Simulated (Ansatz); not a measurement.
**Migration of O in Ba**

Theory: DFT PBE, scalar-relativistic, plane waves, PAW (Ansatz). (420 eV cutoff, 3×3×3 k-mesh, Gaussian smearing of 0.10 eV, no spin polarisation)

Host crystal, relaxed:

```
Ba
1.0
     0.00000    3.17233    3.17233
     3.17233    0.00000    3.17233
     3.17233    3.17233    0.00000
Ba
1
Direct
  0.00000 0.00000 0.00000
```

In a supercell of 16 host sites, interstitial O hops to an equivalent place, moving 3.17 Å between the relaxed ends. Climbing-image nudged elastic band at fixed cell with images 0 (start) to 6 (end), the path measured over all atoms, converged to 0.05 eV/Å; the order of the saddle wasn't checked, and the small cell leaves errors of about a tenth of an eV. At the top the atom squeezes straight between two others, where symmetry can hold a band on a ridge, so a bent path, such as one by way of a neighbouring hole, may have a much lower barrier.

Supercell rows in host cell vectors: -1 -1 -1; 3 -1 -1; -1 -1 3. O was set at (0.500, 0.500, 0.500) of the host cell.

At the relaxed start O has 4 Ba at 2.50 Å.

Spin-orbit coupling is left out, which matters for the bands and energies of heavy elements.

**Question.** What barrier does the band give, and what surrounds the atom at the top?

**Answer.** 0.95 eV at image 3, where O has 2 Ba at 2.31 Å.

Cost: 1 run of about 78 core-minutes, on Intel Xeon Processor @ 2.70GHz (shared hosts).